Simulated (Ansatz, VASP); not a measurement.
One calculation of PtS2, two programs

The input INCAR:

```
  PREC = Accurate
  ENCUT = 520
  EDIFF = 1E-7
  ISMEAR = 0
  SIGMA = 0.05
  LREAL = F
  LASPH = T
  NELM = 80
  ALGO = Normal
  ISIF = 2
  LWAVE = F
  LCHARG = F
  GGA = PS
  NBANDS = 18
```

KPOINTS

```
regular mesh
0
Gamma
  12 12 8
```

File POSCAR:

```
PtS2
1.0
    3.7404394412      0.0000000000      0.0000000000
   -1.8702197206      3.2393155774      0.0000000000
    0.0000000000      0.0000000000      4.5214014699
Pt S
1 2
Direct
    0.0000000000      0.0000000000      0.0000000000
    0.3333333333      0.6666666667      0.2500000000
    0.6666666667      0.3333333333      0.7500000000
```

Input for Ansatz:

```yaml
crystal:
  lattice:
    - [3.7404394412, 0.0, 0.0]
    - [-1.8702197206, 3.2393155774, 0.0]
    - [0.0, 0.0, 4.5214014699]
  atoms:
    - { symbol: Pt, position: [0.0, 0.0, 0.0] }
    - { symbol: S, position: [0.3333333333, 0.6666666667, 0.25] }
    - { symbol: S, position: [0.6666666667, 0.3333333333, 0.75] }
basis:
  ecutwfc: 420
kpoints:
  mp_grid: { grid: [12, 12, 8] }
hamiltonian:
  xc: pbesol
scf:
  occupations: { method: gaussian, width: 0.05 }
output:
  forces: true
  stress: true
  eigenvalues: true
  write_density: true
  write_potential: true
  elf: true
  volumetric_format: npy
```

Alike in both runs: task single point; functional PBEsol; k mesh 12 × 12 × 8; occupations gaussian, width 0.05 eV; no spin polarisation.

```csv
,VASP,Ansatz
version,VASP 6.6.1,Ansatz 0.2.0
potentials or method,"VASP PAW PBE potentials, release 64 (Pt, S)","scalar-relativistic, plane waves, PAW"
plane-wave cutoff (eV),520,420
valence electrons in the cell,22,30
```

VASP gave:

* gap on the k mesh at the Fermi level (eV): none
* pressure (GPa): -9.0
* largest component of the traceless stress (GPa): 6.79
* rms of the force components (eV/Å): 0.110

Problem. What did Ansatz give for the same quantities?

Solution. gap on the k mesh at the Fermi level (eV): none; pressure (GPa): -8.8; largest component of the traceless stress (GPa): 6.65; rms of the force components (eV/Å): 0.101.

Atom by atom the forces differ by 0.008 eV/Å (rms over components). A gap of «none» marks a metal or a gap that the smearing closes. With one functional, cell and mesh, what is left measures potentials, basis and numerics. The two sets of potentials don't hold the same shells in valence.

Caveats: the PAW data sets were made with another functional, which shifts forces and pressure a little (VASP); the cell's inner coordinates are idealised or old, which leaves forces on the atoms. The runs have no spin-orbit coupling, so splittings on Pt are missing.
